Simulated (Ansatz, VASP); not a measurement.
# One calculation of Ga, two programs

```
Ga
1.0
     2.51646    0.00000    0.00000
     0.00000    2.51646    0.00000
     0.00000    0.00000    2.51646
Ga
1
Direct
  0.00000 0.00000 0.00000
```

Alike in both runs: functional PBE; k mesh 15 × 15 × 15; occupations fermi-dirac, width 0.08 eV; no spin polarisation.

Ansatz relaxed the structure, and its values are those at the end. VASP's run is a single point on that final structure, the one shown.

```csv
,VASP,Ansatz
version,VASP 6.6.1,Ansatz 0.2.0
potentials or method,"VASP PAW PBE potentials, release 64 (Ga_d), cutoff 520 eV","all-electron LAPW, scalar-relativistic"
```

|  | VASP | Ansatz | Ansatz less VASP |
| --- | --- | --- | --- |
| pressure (GPa) | 19.2 | 19.0 | -0.15 |

Ansatz ran all-electron here, so the differences hold the error of VASP's frozen core and of both bases.

Caveats: so large a pressure means that the cell lies far from this level's equilibrium, or that cutoff or potentials fall short (VASP).
